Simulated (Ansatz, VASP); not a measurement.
One calculation of GaAs, two programs

```
CELL_PARAMETERS angstrom
0.00000 2.82685 2.82685
2.82685 0.00000 2.82685
2.82685 2.82685 0.00000
ATOMIC_POSITIONS crystal
As 0.75000 0.75000 0.75000
Ga 0.00000 0.00000 0.00000
```

Alike in both runs: task relaxation of cell and atoms; functional PBEsol; k mesh 8 × 8 × 8; occupations fermi-dirac, width 0.05 eV; no spin polarisation.

```csv
,VASP,Ansatz
version,VASP 6.6.1,Ansatz 0.2.0
potentials or method,"VASP PAW PBE potentials, release 64 (As, Ga_d)",Ansatz PAW
plane-wave cutoff (eV),600,420
valence electrons in the cell,18,28
```

|  | VASP | Ansatz | Ansatz less VASP |
| --- | --- | --- | --- |
| gap on the k mesh at the Fermi level, each at its own relaxed structure (eV) | 0.42 | 0.43 | +0.005 |
| relaxed volume (Å³/atom) | 22.70 | 22.64 | -0.059 |
| relaxed cell length with the largest relative difference (Å) | 4.004 | 4.001 | -0.0035 |

The two sets of potentials don't hold the same shells in valence.

Caveats: the PAW data sets were made with another functional, which shifts forces and pressure a little (VASP); the plane-wave basis is chosen anew once the cell has moved, so the energies of steps on either side of that aren't comparable (Ansatz); the PAW data sets come from PBE, with cores solved anew for the run's functional, which leaves a small shift of forces and pressure (Ansatz). Zero-point motion and thermal expansion aren't in these numbers.
